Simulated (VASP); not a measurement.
CaB2: single point with PBE

CaB2:

```
Ca B
1.0
     3.30145    0.00000    0.00000
    -1.65072    2.85914    0.00000
     0.00000    0.00000    3.77018
Ca B
1 2
Direct
  0.00000 0.00000 0.00000
  0.33333 0.66667 0.50000
  0.66667 0.33333 0.50000
```

The cell isn't the ideal one: Mg replaced by Ca, lengths x 1.068, strained and moved within the space group.

```
Program                : VASP 6.6.1
Task                   : single point
Functional             : PBE
Potentials or basis    : VASP PAW PBE potentials, release 64 (Ca_sv, B)
Cutoff                 : 520 eV
k mesh                 : 15 × 15 × 12
Occupations            : gaussian, width 0.1 eV
Spin                   : no spin polarisation
Dipole correction      : no
Further INCAR settings : ALGO = Fast; EDIFF = 1e-07; NBANDS = 15
```

| Item | Value |
| --- | --- |
| Pressure | 3.4 GPa |
| Band gap on the k mesh | none (metal or under the smearing width) |

Stress tensor (GPa, compression positive):
```
-4.48  0.00  0.00
 0.00 -4.48  0.00
 0.00  0.00 19.29
```

Levels at points of the mesh, in eV from the Fermi level:
```tsv
k point	band 4	band 5	band 6	band 7	band 8	band 9	band 10	band 11	band 12	band 13
(0.00, 0.00, 0.00)	-19.88	-10.18	-0.90	0.04	0.04	1.25	5.96	6.46	6.46	6.68
(0.00, 0.00, 0.50)	-19.87	-8.81	-4.36	0.81	0.81	3.82	3.82	4.55	4.55	5.04
```

Wall time 80 s on 1 thread of Intel(R) Xeon(R) 6975P-C (Granite Rapids), on a shared host, peak memory 0.23 GiB.
